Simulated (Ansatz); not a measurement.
# C: the cost of one run

Method: DFT PBEsol, plane waves, PAW, scalar-relativistic, collinear spin, in Ansatz 0.2.0.

### 1 Starting point

The cell holds 19 atoms (C19): a = 7.398 Å, b = 7.398 Å, c = 11.000 Å, α = 90.00°, β = 90.00°, γ = 120.00°.

The coordinates stand in the first input below.

### 2 Preparing the start

File input.yaml:

```yaml
accuracy: low
crystal:
  lattice:
    - [7.398, 0.0, 0.0]
    - [-3.699, 6.406856, 0.0]
    - [0.0, 0.0, 11.0]
  atoms:
    - { symbol: C, position: [0.0, 0.0, 0.0909091] }
    - { symbol: C, position: [0.2222222, 0.1111111, 0.0909091] }
    - { symbol: C, position: [0.0, 0.3333333, 0.0909091] }
    - { symbol: C, position: [0.2222222, 0.4444444, 0.0909091] }
    - { symbol: C, position: [0.0, 0.6666667, 0.0909091] }
    - { symbol: C, position: [0.2222222, 0.7777778, 0.0909091] }
    - { symbol: C, position: [0.3333333, 0.0, 0.0909091] }
    - { symbol: C, position: [0.5555556, 0.1111111, 0.0909091] }
    - { symbol: C, position: [0.3333333, 0.3333333, 0.0909091] }
    - { symbol: C, position: [0.5555556, 0.4444444, 0.0909091] }
    - { symbol: C, position: [0.3333333, 0.6666667, 0.0909091] }
    - { symbol: C, position: [0.5555556, 0.7777778, 0.0909091] }
    - { symbol: C, position: [0.6666667, 0.0, 0.0909091] }
    - { symbol: C, position: [0.8888889, 0.1111111, 0.0909091] }
    - { symbol: C, position: [0.6666667, 0.3333333, 0.0909091] }
    - { symbol: C, position: [0.8888889, 0.4444444, 0.0909091] }
    - { symbol: C, position: [0.6666667, 0.6666667, 0.0909091] }
    - { symbol: C, position: [0.8888889, 0.7777778, 0.0909091] }
    - { symbol: C, position: [0.5117653, 0.0426743, 0.2263636], spin: 1.0 }
magnetization:
  spin_polarized: true
basis:
  ecutwfc: 420.0
kpoints:
  mp_grid: { grid: [2, 2, 1] }
hamiltonian:
  xc: pbesol
scf:
  occupations: { method: fermi_dirac, width: 0.05 }
  lower_state_search: "off"
relax:
  f_tol: 0.08
  max_steps: 25
  adjacent_minimum: "off"
output:
  write_density: true
  write_potential: true
  elf: true
  volumetric_format: npy
```

Command:

```bash
$ ansatz run input.yaml --threads 1 --pin off --max-ram 3072MiB --backend cpu --events-out ev --progress --plain --runs-dir out
```

What time and memory should one allow on 1 thread of Intel Xeon 6975P-C (Granite Rapids), shared host?

About 3.3 min, with a peak of 0.88 GiB.
